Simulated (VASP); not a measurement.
# Te (P3_121) in VASP: a series of runs

Aim: see how the results for Te move with the level of theory and the settings. Levels: PBE, HSE06, PBE+D3(BJ). Tasks: single point, relaxation of cell and atoms.

Everything below comes from runs of VASP 6.6.1. Logs are shortened: lines on timing, memory, paths and dates and some standing lists are left out, and cuts for length are marked.

## (1) The crystal as given

The structure is trigonal, space group P3_121 (No. 152). Conventional cell: a = 4.454 Å, b = 4.454 Å, c = 5.924 Å, α = 90.00°, β = 90.00°, γ = 120.00°. Around Te (site symmetry 2) lie 2 Te at 2.86 Å.

## (2) Single point, PBE

INCAR reads:

```
SYSTEM = Te
ALGO = Normal ; EDIFF = 1E-6
ENCUT = 450 ; GGA = PE
ISIF = 2 ; ISMEAR = 0
LASPH = .TRUE. ; LCHARG = .FALSE.
LREAL = .FALSE. ; LWAVE = .FALSE.
NELM = 80 ; PREC = Accurate
SIGMA = 0.02
```

KPOINTS reads:

```
k-points
0
G
  4 4 3
  0 0 0
```

POSCAR reads:

```
Te
1.0
    4.4540000000      0.0000000000      0.0000000000
   -2.2270000000      3.8572771485      0.0000000000
    0.0000000000      0.0000000000      5.9240000000
Te
3
Direct
    0.7310000000      0.7310000000      0.0000000000
    0.0000000000      0.2690000000      0.6666666667
    0.2690000000      0.0000000000      0.3333333333
```

Potentials or basis: VASP PAW PBE potentials, release 64 (Te_GW).

Started as:

```bash
$ cat potpaw_PBE.64/Te_GW/POTCAR > POTCAR
$ mpirun -np 1 vasp_std > vasp.out
```

OUTCAR:

```text
SYSTEM = Te
   EDIFF = 1E-6
   ENCUT = 450
   GGA = PE
   ISIF = 2
   ISMEAR = 0
   LASPH = .TRUE.
   LREAL = .FALSE.
   NELM = 80
   PREC = Accurate

 ion  position               nearest neighbor table
   1  0.731  0.731  0.000-   3 2.86   2 2.86   3 3.47   2 3.47   2 3.47   3 3.47
   2  0.000  0.269  0.667-   1 2.86   3 2.86   1 3.47   1 3.47   3 3.47   3 3.47
   3  0.269  0.000  0.333-   1 2.86   2 2.86   1 3.47   1 3.47   2 3.47   2 3.47

  LATTYP: Found a hexagonal cell.
 ALAT       =     4.4540000000
 C/A-ratio  =     1.3300404131

  Lattice vectors:

 A1 = (   4.4540000000,   0.0000000000,   0.0000000000)
 A2 = (  -2.2270000000,   3.8572771485,   0.0000000000)
 A3 = (   0.0000000000,   0.0000000000,   5.9240000000)

Analysis of symmetry for initial positions (statically):
=====================================================================
 Subroutine PRICEL returns:
 Original cell was already a primitive cell.

 Routine SETGRP: Setting up the symmetry group for a
 hexagonal supercell.

 Subroutine GETGRP returns: Found  6 space group operations
 (whereof  2 operations were pure point group operations)
 out of a pool of 24 trial point group operations.

The static configuration has the point symmetry C_2 .
 The point group associated with its full space group is D_3 .

Analysis of symmetry for dynamics (positions and initial velocities):
=====================================================================
 Subroutine PRICEL returns:
 Original cell was already a primitive cell.

 Routine SETGRP: Setting up the symmetry group for a
 hexagonal supercell.

 Subroutine GETGRP returns: Found  6 space group operations
 (whereof  2 operations were pure point group operations)
 out of a pool of 24 trial point group operations.

The dynamic configuration has the point symmetry C_2 .
 The point group associated with its full space group is D_3 .

 Subroutine INISYM returns: Found  6 space group operations
 (whereof  2 operations are pure point group operations),
 and found     1 'primitive' translations

----------------------------------------------------------------------------------------

                                     Primitive cell

  volume of cell :     101.7762

  direct lattice vectors                    reciprocal lattice vectors
     4.454000000  0.000000000  0.000000000     0.224517288  0.129625117  0.000000000
    -2.227000000  3.857277149  0.000000000     0.000000000  0.259250233  0.000000000
     0.000000000  0.000000000  5.924000000     0.000000000  0.000000000  0.168804862

  length of vectors
     4.454000000  4.454000000  5.924000000     0.259250233  0.259250233  0.168804862

  position of ions in fractional coordinates (direct lattice)
     0.731000000  0.731000000  0.000000000
     0.000000000  0.269000000  0.666666667
     0.269000000  0.000000000  0.333333333

  ion indices of the primitive-cell ions
   primitive index   ion index
                 1           1
                 2           2
                 3           3

----------------------------------------------------------------------------------------

 KPOINTS: k-points

Automatic generation of k-mesh.
 Grid dimensions read from file:
 generate k-points for:    4    4    3

 Generating k-lattice:

  Cartesian coordinates                     Fractional coordinates (reciprocal lattice)
     0.056129322  0.032406279  0.000000000     0.250000000  0.000000000  0.000000000
     0.000000000  0.064812558  0.000000000     0.000000000  0.250000000  0.000000000
     0.000000000  0.000000000  0.056268287     0.000000000  0.000000000  0.333333333

  Length of vectors
     0.064812558  0.064812558  0.056268287

  Shift w.r.t. Gamma in fractional coordinates (k-lattice)
     0.000000000  0.000000000  0.000000000

 Subroutine IBZKPT returns following result:
 ===========================================

 Found      9 irreducible k-points:

 Following reciprocal coordinates:
            Coordinates               Weight
  0.000000  0.000000  0.000000      1.000000
  0.250000  0.000000  0.000000      6.000000
  0.500000  0.000000  0.000000      3.000000
  0.250000  0.250000  0.000000      6.000000
  0.000000  0.000000  0.333333      2.000000
  0.250000  0.000000  0.333333      6.000000
  0.000000  0.250000  0.333333      6.000000
  0.500000  0.000000  0.333333      6.000000
  0.250000  0.250000  0.333333     12.000000
   k-points           NKPTS =      9   k-points in BZ     NKDIM =      9   number of bands    NBANDS=     13
   number of dos      NEDOS =    301   number of ions     NIONS =      3
   total plane-waves  NPLWV =  43008
   dimension x,y,z NGX =    32 NGY =   32 NGZ =   42
   dimension x,y,z NGXF=    64 NGYF=   64 NGZF=   84
   ions per type =               3
   NGX,Y,Z   is equivalent  to a cutoff of  11.94, 11.94, 11.79 a.u.
   NGXF,Y,Z  is equivalent  to a cutoff of  23.89, 23.89, 23.57 a.u.
 SYSTEM =  Te
   PREC   = accura    normal or accurate (medium, high low for compatibility)
   ISTART =      0    job   : 0-new  1-cont  2-samecut
   ICHARG =      2    charge: 1-file 2-atom 10-const
   ISPIN  =      1    spin polarized calculation?
   LNONCOLLINEAR =      F non collinear calculations
   LSORBIT =      F    spin-orbit coupling
   LASPH  =      T    aspherical Exc in radial PAW
   ENCUT  =  450.0 eV  33.07 Ry    5.75 a.u.   7.70  7.70 10.25*2*pi/ulx,y,z
   NELM   =     80;   NELMIN=  2; NELMDL= -5     # of ELM steps
   EDIFF  = 0.1E-05   stopping-criterion for ELM
   LREAL  =      F    real-space projection
   EDIFFG = 0.1E-04   stopping-criterion for IOM
   NSW    =      0    number of steps for IOM
   IBRION =     -1    ionic relax: 0-MD 1-quasi-New 2-CG
   NFREE  =      0    steps in history (QN), initial steepest desc. (CG)
   ISIF   =      2    stress and relaxation
   ISYM   =      2    0-nonsym 1-usesym 2-fastsym
   POTIM  = 0.5000    time-step for ionic-motion
   TEBEG  =    0.0;   TEEND  =   0.0 temperature during run
   PSTRESS=    0.0 pullay stress
   NELECT =      18.0000    total number of electrons
   NUPDOWN=      -1.0000    fix difference up-down
   EMIN   =  10.00;   EMAX   =-10.00  energy-range for DOS
   EFERMI =   0.00;   METHOD = LEGACY
   ISMEAR =     0;   SIGMA  =   0.02  broadening in eV -4-tet -1-fermi 0-gaus
[... 17 lines left out ...]
  energy-cutoff  :      450.00
  volume of cell :      101.78
 maximum number of plane-waves:      2226
 NGX is ok and might be reduce to    32
   NGX = 15   NGY = 15   NGZ = 21

 number of electron      18.0000003 magnetization

 Free energy of the ion-electron system (eV)
  ---------------------------------------------------
  ext. energy  EPLUGINS =         0.00000000
  ---------------------------------------------------
  free energy    TOTEN  =        -9.40781140 eV

  energy without entropy =       -9.40781140  energy(sigma->0) =       -9.40781140

 E-fermi :   5.8189     XC(G=0):  -9.0699

 val. band max:        5.6907496774   @ k =   0.2500   0.2500   0.3333
 cond. band min:       6.4834956184   @ k =   0.0000   0.0000   0.3333
 fundamental gap:      0.7927459410
 Fermi energy:         5.8189078249

 k-point     1 :       0.0000    0.0000    0.0000
  band No.  band energies     occupation
      1      -7.6610      2.00000
      2      -4.3591      2.00000
      3      -4.3591      2.00000
      4       2.8949      2.00000
      5       3.2086      2.00000
      6       3.2086      2.00000
      7       4.2785      2.00000
      8       4.2785      2.00000
      9       5.1085      2.00000
     10       6.9622      0.00000
     11       6.9622      0.00000
     12       7.5601      0.00000
     13      10.9544      0.00000

 k-point     2 :       0.2500    0.0000    0.0000
  band No.  band energies     occupation
      1      -7.2578      2.00000
      2      -4.5487      2.00000
      3      -4.2538      2.00000
      4       1.3531      2.00000
      5       2.0765      2.00000
      6       2.5668      2.00000
      7       4.4085      2.00000
      8       4.9738      2.00000
      9       5.1408      2.00000
     10       6.8000      0.00000
     11       7.0169      0.00000
     12       7.8525      0.00000
     13       9.7595      0.00000

 k-point     3 :       0.5000    0.0000    0.0000
  band No.  band energies     occupation
      1      -6.6086      2.00000
      2      -5.1020      2.00000
      3      -4.1296      2.00000
      4       1.1094      2.00000
      5       1.5430      2.00000
      6       2.3647      2.00000
      7       2.4360      2.00000
      8       4.9264      2.00000
      9       5.1440      2.00000
     10       6.8023      0.00000
     11       6.8612      0.00000
     12       8.9063      0.00000
     13       9.6797      0.00000

 k-point     4 :       0.2500    0.2500    0.0000
  band No.  band energies     occupation
      1      -6.6501      2.00000
      2      -4.7950      2.00000
      3      -4.4373      2.00000
      4       1.3009      2.00000
      5       1.3481      2.00000
      6       2.6784      2.00000
      7       3.3356      2.00000
      8       3.6634      2.00000
      9       3.7320      2.00000
     10       8.1669      0.00000
     11       8.5265      0.00000
     12       8.6956      0.00000
     13      10.3816      0.00000

 k-point     5 :       0.0000    0.0000    0.3333
  band No.  band energies     occupation
      1      -7.2616      2.00000
      2      -6.1043      2.00000
      3      -2.6021      2.00000
      4       2.2538      2.00000
      5       3.1062      2.00000
      6       3.4255      2.00000
      7       4.5438      2.00000
      8       4.6584      2.00000
      9       5.0605      2.00000
     10       6.4835      0.00000
     11       6.5466      0.00000
     12       6.7845      0.00000
     13      10.1638      0.00000

 k-point     6 :       0.2500    0.0000    0.3333
  band No.  band energies     occupation
      1      -6.8986      2.00000
      2      -5.8112      2.00000
      3      -3.2991      2.00000
      4       1.7620      2.00000
      5       2.4368      2.00000
      6       2.9621      2.00000
      7       3.4238      2.00000
      8       3.9315      2.00000
      9       4.4675      2.00000
     10       7.4296      0.00000
     11       7.9387      0.00000
     12       8.5331      0.00000
     13      10.8283      0.00000

 k-point     7 :       0.0000    0.2500    0.3333
  band No.  band energies     occupation
      1      -6.8771      2.00000
      2      -5.8741      2.00000
      3      -3.1636      2.00000
      4       1.2963      2.00000
      5       1.9299      2.00000
      6       2.8114      2.00000
      7       4.4127      2.00000
      8       4.4822      2.00000
      9       5.3751      2.00000
     10       6.8002      0.00000
     11       7.3808      0.00000
     12       7.4125      0.00000
     13       9.7517      0.00000

 k-point     8 :       0.5000    0.0000    0.3333
  band No.  band energies     occupation
      1      -6.3348      2.00000
      2      -5.5275      2.00000
      3      -4.0609      2.00000
      4       0.4768      2.00000
      5       1.7832      2.00000
      6       2.4292      2.00000
      7       3.8581      2.00000
      8       4.0684      2.00000
      9       4.7312      2.00000
     10       7.4139      0.00000
     11       7.8398      0.00000
     12       8.3165      0.00000
     13      10.0691      0.00000

 k-point     9 :       0.2500    0.2500    0.3333
  band No.  band energies     occupation
      1      -6.3466      2.00000
      2      -5.5400      2.00000
      3      -3.9929      2.00000
      4       0.7995      2.00000
      5       1.2902      2.00000
      6       1.8914      2.00000
      7       3.5780      2.00000
      8       4.9816      2.00000
      9       5.6907      2.00000
     10       6.6925      0.00000
     11       7.5238      0.00000
     12       8.6028      0.00000
     13      10.7724      0.00000

------------------------ aborting loop because EDIFF is reached ----------------------------------------

  FORCE on cell =-STRESS in cart. coord.  units (eV):
  Direction    XX          YY          ZZ          XY          YZ          ZX
  --------------------------------------------------------------------------------------
  -------------------------------------------------------------------------------------
  Total        0.9218301      0.9218301      0.9318020      0.0000000     -0.0000000      0.0000000
  in kB       14.5116013     14.5116013     14.6685815      0.0000000     -0.0000000      0.0000000
  external PRESSURE =      14.5639280 kB  Pullay stress =       0.0000000 kB

 VOLUME and BASIS-vectors are now :
 -----------------------------------------------------------------------------
  energy-cutoff  :      450.00
  volume of cell :      101.78
      direct lattice vectors                 reciprocal lattice vectors
     4.454000000  0.000000000  0.000000000     0.224517288  0.129625117  0.000000000
    -2.227000000  3.857277149  0.000000000     0.000000000  0.259250233  0.000000000
     0.000000000  0.000000000  5.924000000     0.000000000  0.000000000  0.168804862

 POSITION                                       TOTAL-FORCE (eV/Angst)
 -----------------------------------------------------------------------------------
      1.62794      2.81967      0.00000        -0.065931     -0.114196      0.000000
     -0.59906      1.03761      3.94933        -0.065931      0.114196      0.000000
      1.19813      0.00000      1.97467         0.131863     -0.000000     -0.000000
 -----------------------------------------------------------------------------------
    total drift:                                0.000000     -0.000000      0.000000

  FREE ENERGIE OF THE ION-ELECTRON SYSTEM (eV)
  ---------------------------------------------------
  free  energy   TOTEN  =        -9.4078113959 eV

  energy  without entropy=       -9.4078113959  energy(sigma->0) =       -9.40781140
```

Wall time 6 s (1 thread of Intel Xeon 6975P-C (Granite Rapids), shared host); peak memory 0.18 GiB.

Results:

| Quantity | Value |
| --- | --- |
| Free energy | -9.4078 eV |
| Pressure | 1.5 GPa |
| Largest force | 0.132 eV/Å |
| Band gap on the k mesh | 0.79 eV, indirect (least direct gap 1.00 eV) |

Forces in eV/Å, atoms in the order of the input:
```
Te  -0.066 -0.114  0.000
Te  -0.066  0.114  0.000
Te   0.132  0.000  0.000
```

Levels at points of the mesh, in eV from the valence-band top:
```
           k point  band 7  band 8  band 9  band 10  band 11  band 12
(0.00, 0.00, 0.00)   -1.41   -1.41   -0.58     1.27     1.27     1.87
(0.50, 0.00, 0.00)   -3.25   -0.76   -0.55     1.11     1.17     3.22
```

Caveat: spin-orbit coupling is left out, which moves the levels of the heavy elements; an odd mesh through Γ misses points on the zone boundary, where band edges often lie.

## (3) Single point, HSE06, spin-orbit coupling, no magnetisation

POSCAR is that of step 2.

INCAR.step1 reads:

```
  PREC = Accurate
  ENCUT = 520
  EDIFF = 1E-5
  ISMEAR = 0
  SIGMA = 0.02
  LREAL = False
  LASPH = True
  NELM = 100
  ALGO = Normal
  ISIF = 2
  LWAVE = True
  MAGMOM = 0 0 0 0 0 0 0 0 0
  LORBIT = 11
  LSORBIT = True
  GGA_COMPAT = False
  GGA = PE
  KPAR = 4
```

INCAR.step2 reads:

```
  PREC = Accurate
  ENCUT = 520
  EDIFF = 1E-6
  ISMEAR = 0
  SIGMA = 0.02
  LREAL = False
  LASPH = True
  NELM = 100
  ALGO = Normal
  ISIF = 2
  LWAVE = False
  LCHARG = True
  MAGMOM = 0 0 0 0 0 0 0 0 0
  LORBIT = 11
  LSORBIT = True
  GGA_COMPAT = False
  GGA = PE
  LHFCALC = True
  HFSCREEN = 0.2
  PRECFOCK = Fast
  LVHAR = True
  ISTART = 1
  KPAR = 4
```

KPOINTS reads:

```
regular mesh
0
Gamma
  6 6 4
```

Potentials or basis: VASP PAW PBE potentials, release 64 (Te).

Started as:

```bash
$ cat potpaw_PBE.64/Te/POTCAR > POTCAR
$ cp INCAR.step1 INCAR
$ mpirun -np 4 vasp_ncl > vasp.out
$ cp INCAR.step2 INCAR
$ mpirun -np 4 vasp_ncl > vasp.out
```

It took 62 min on 4 MPI ranks of Intel Xeon Platinum 8488C (Sapphire Rapids), shared host; peak memory 0.67 GiB.

It converged, with:

| Property | Result |
| --- | --- |
| Free energy | -12.2255 eV |
| Pressure | -0.5 GPa |
| Largest force | 0.289 eV/Å |
| Valence electrons inside the program's atomic spheres | Te 3.36 |

Forces on the atoms (eV/Å):
```
Te   0.145  0.250  0.000
Te   0.145 -0.250  0.000
Te  -0.289  0.000  0.000
```

Stress tensor (GPa, compression positive):
```
-0.22  0.00  0.00
 0.00 -0.22  0.00
 0.00  0.00 -0.93
```

Caveat: the PAW data sets were made with another functional, which shifts forces and pressure a little.

## (4) Relaxation of cell and atoms, PBE+D3(BJ)

INCAR reads:

```
SYSTEM = Te
ALGO     = Normal         ! electronic algorithm
EDIFF    = 1E-6           ! SCF threshold, eV
EDIFFG   = -0.02          ! ionic threshold
ENCUT    = 600            ! plane-wave cutoff, eV
GGA      = PE             ! functional
IBRION   = 2              ! ionic algorithm
ISIF     = 3              ! what is computed and relaxed
ISMEAR   = 0              ! smearing method
IVDW     = 12             ! dispersion correction
LASPH    = .True.         ! aspherical terms in the spheres
LCHARG   = .False.        ! write CHGCAR
LREAL    = .False.        ! projectors in reciprocal space
LWAVE    = .False.        ! write WAVECAR
NELM     = 60             ! most SCF steps
NSW      = 60             ! ionic steps
PREC     = Accurate       ! precision mode
SIGMA    = 0.02           ! smearing width, eV
```

KPOINTS reads:

```
k-points
0
Gamma
  6 6 4
  0 0 0
```

POSCAR is that of step 3.

Started as:

```bash
$ cat potpaw_PBE.64/Te/POTCAR > POTCAR
$ mpirun -np 1 vasp_std > vasp.out
```

Run time: 3.5 min. Hardware: 1 thread of Intel Xeon Platinum 8375C at 2.90GHz (Ice Lake), shared host; peak memory 0.27 GiB.

It converged, with:

```
Free energy                            : -10.7342 eV
Relaxed volume                         : 32.19 Å³/atom
Relaxed cell                           : a = 4.319 Å, b = 4.319 Å, c = 5.979 Å, α = 90.00°, β = 90.00°, γ = 120.00°
Space group after relaxing (to 0.05 Å) : P3_121 (No. 152)
Energy gained by relaxing              : 10.3 meV/atom
Ionic steps                            : 9
Pressure after relaxing                : 0.0 GPa
Largest force after relaxing           : 0.007 eV/Å
Band gap on the k mesh                 : 0.01 eV, direct
Dispersion energy per atom             : -0.455 eV
```

Forces on the atoms (eV/Å):
```
Te  -0.003 -0.006  0.000
Te  -0.003  0.006  0.000
Te   0.007  0.000  0.000
```

Step by step:
```tsv
step	energy change (eV)	largest force (eV/Å)	pressure (GPa)	volume (Å³)
1	0.0000	0.1554	-0.70	101.78
2	-0.0093	0.2172	0.12	99.59
3	-0.0103	0.2444	0.53	98.62
4	-0.0165	0.2032	0.46	98.20
5	-0.0281	0.0920	0.33	96.92
6	-0.0230	0.0874	0.38	94.35
7	-0.0304	0.0240	0.31	96.00
8	-0.0308	0.0013	-0.13	96.84
9	-0.0309	0.0068	0.01	96.57
```

Final structure:
```
Te
1.0
     4.31872    0.00000    0.00000
    -2.15936    3.74012    0.00000
     0.00000    0.00000    5.97866
Te
3
Direct
  0.71696 0.71696 0.00000
  0.00000 0.28304 0.66667
  0.28304 0.00000 0.33333
```

Levels at points of the mesh, in eV from the valence-band top:
```tsv
k point	band 5	band 6	band 7	band 8	band 9	band 10	band 11	band 12	band 13
(0.00, 0.00, 0.00)	-2.59	-2.59	-1.74	-1.74	-1.09	1.00	1.00	1.71	4.87
(0.50, 0.00, 0.00)	-4.63	-3.97	-3.84	-0.85	-0.72	0.61	0.61	2.54	3.75
(0.00, 0.00, 0.50)	-2.64	-2.64	-1.27	-0.84	-0.84	0.29	0.38	0.38	3.71
(0.50, 0.00, 0.50)	-3.66	-3.65	-2.72	-2.46	-0.33	0.38	2.00	2.66	4.29
```

Caveat: spin-orbit coupling is left out, which moves the levels of the heavy elements. PBE gaps usually lie below the measured ones, often by a third to a half.

## (5) Summary

```csv
task,level,potentials or basis,spin,cell,k mesh,cutoff (eV),ladder,grid for exact exchange (PRECFOCK),screening parameter,gap on the mesh (eV),pressure (GPa),largest force (eV/Å)
single point,PBE,"VASP PAW PBE potentials, release 64 (Te_GW)",off,as given,4 × 4 × 3,450,-,-,-,0.79,1.5,0.13
single point,HSE06,"VASP PAW PBE potentials, release 64 (Te)","SOC, no magnetisation",as given,6 × 6 × 4,520,gaps,Fast,0.2 1/A,-,-0.5,0.29
relaxation of cell and atoms,PBE+D3(BJ),"VASP PAW PBE potentials, release 64 (Te)",off,relaxed,6 × 6 × 4,600,gaps,-,-,0.01,0.0,0.01
```

Alike in all rows: smearing gaussian 0.02 eV.

Caveats: spin-orbit coupling is left out, which moves the levels of the heavy elements (some runs); an odd mesh through Γ misses points on the zone boundary, where band edges often lie (some runs); the PAW data sets were made with another functional, which shifts forces and pressure a little (some runs).

Total energies depend on the potentials used, so only differences within one code and one set of settings carry meaning.
